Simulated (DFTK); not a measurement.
Here is a DFTK 0.8.2 calculation.

The input run.jl:

```julia
using DFTK
using PseudoPotentialData
using Unitful, UnitfulAtomic
using LinearAlgebra, Printf
include("save.jl")
disable_threading()

# lattice vectors are the columns
lattice = austrip(1u"Å") * [           0.0          3.039          3.039;
                    3.039            0.0          3.039;
                    3.039          3.039            0.0]
symbols   = [:Hg, :Se]
positions = [[0.0, 0.0, 0.0],
             [0.75, 0.75, 0.75]]
pseudopotentials = PseudoFamily("dojo.nc.sr.pbe.v0_4_1.standard.upf")
elements = Dict(s => ElementPsp(s, pseudopotentials) for s in unique(symbols))
atoms    = [elements[s] for s in symbols]

build_model(lattice, positions; symmetries=true) =
    model_DFT(lattice, atoms, positions;
              functionals=PBE(),
              temperature=austrip(0.05u"eV"),
              smearing=Smearing.FermiDirac(),
              symmetries)
Ecut  = 43.0  # hartree
kgrid = [8, 8, 8]
tol   = 1e-6
to_GPa = ustrip(uconvert(u"GPa", 1u"hartree/bohr^3"))

model = build_model(lattice, positions)
basis = PlaneWaveBasis(model; Ecut, kgrid)
display(basis)
scfres = self_consistent_field(basis;
                               tol,
                               nbandsalg=AdaptiveBands(model; n_bands_converge=23))
display(scfres.energies)
@printf "Fermi level: %.6f eV\n" ustrip(auconvert(u"eV", something(scfres.εF, NaN)))
forces = compute_forces_cart(scfres)
println("Forces (eV/Å)")
for (s, f) in zip(symbols, forces)
    @printf "%-3s %12.6f %12.6f %12.6f\n" s ustrip.(auconvert.(u"eV/Å", f))...
end
stress = compute_stresses_cart(scfres)
println("Stress (GPa)")
display(round.(stress * to_GPa; digits=4))
println("Levels at the first k-point (eV): ", round.(ustrip.(auconvert.(u"eV", scfres.eigenvalues[1][1:scfres.n_bands_converge])); digits=4))
save_scf!(scfres; forces, stress)
```

Potentials or basis: dojo.nc.sr.pbe.v0_4_1.standard.upf (PBE).

Command:

```console
$ julia --threads=1 run.jl  # save.jl only writes the numbers to a file and isn't shown; printed stress counts tension as positive; times include loading and compiling
```

Task: What does it give for the band gap on the k mesh?

Result: None (metal or under the smearing width).

Task: Estimate the pressure.

Result: 4.6 GPa.

Spin-orbit coupling is left out, which matters for the levels of Hg.
